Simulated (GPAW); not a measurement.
**ZnSe (Stilleite): one-shot levels on a semilocal density with r2SCAN**

**What was measured.**

From “Alloy Disordering Effects on the Thermal Conductivity and Energy Gap Temperature Dependence of Cd1−xZnxSe Ternary Crystals Grown by the Bridgman Method”, 2023, pmc:10253836, for a bulk crystal of ZnSe at 300 K: band gap 2.695 ± 0.003 eV (an exciton energy, a little under the gap).

Crystal: ZnSe (Stilleite).

```
Se Zn
1.0
     0.00000    2.83380    2.83380
     2.83380    0.00000    2.83380
     2.83380    2.83380    0.00000
Se Zn
1 1
Cartesian
  1.4169 1.4169 1.4169
  0.0000 0.0000 0.0000
```

| Quantity | Value |
| --- | --- |
| Program | GPAW 26.7.0 |
| Task | one-shot levels on a semilocal density |
| Functional | r2SCAN |
| Potentials or basis | GPAW PAW data sets (gpaw-data 1.2.1) |
| Cutoff | 500 eV |
| Basis | pw |
| k mesh | 5 × 5 × 5 |
| Occupations | fermi-dirac, width 0.001 eV |
| Spin | no spin polarisation |
| Maxiter | 150 |
| Eps inf used | 6.752 |
| Eps inf from | RPA with local fields on PBE states, same cell |
| Exx fractions | r2SCAN0 0.25, r2SCANh 0.1, r2SCAN50 0.5, r2SCAN-EpsX 0.148 |

- Band gap on the k mesh: 1.87 eV, direct

Levels at points of the mesh, in eV from the valence-band top:
```csv
k point,band 6,band 7,band 8,band 9,band 10,band 11,band 12,band 13
"(0.00, 0.00, 0.00)",-6.25,0.00,0.00,0.00,1.87,6.31,6.31,6.31
```

Band gaps from one-shot exact exchange on these states (eV): r2scan0 3.40, r2scanh 2.48, r2scan50 4.93, r2scan_epsx 2.78

Wall time 4.2 min on 1 thread of Arm Neoverse V1, on a shared host, peak memory 0.56 GiB.

A measured gap of ZnSe is 2.695 eV (an exciton energy, a little under the gap; 300 K; “Alloy Disordering Effects on the Thermal Conductivity and Energy Gap Temperature Dependence of Cd1−xZnxSe Ternary Crystals Grown by the Bridgman Method”, 2023, pmc:10253836); the calculated 1.87 eV misses it by -0.83 eV. Spin-orbit coupling on Se is left out. The value is that of r2SCAN, without temperature or zero-point motion.

Caveat: the k mesh is coarse; energy and the plain gap are those of the semilocal run; the hybrids' values are one shot on its orbitals and mesh.
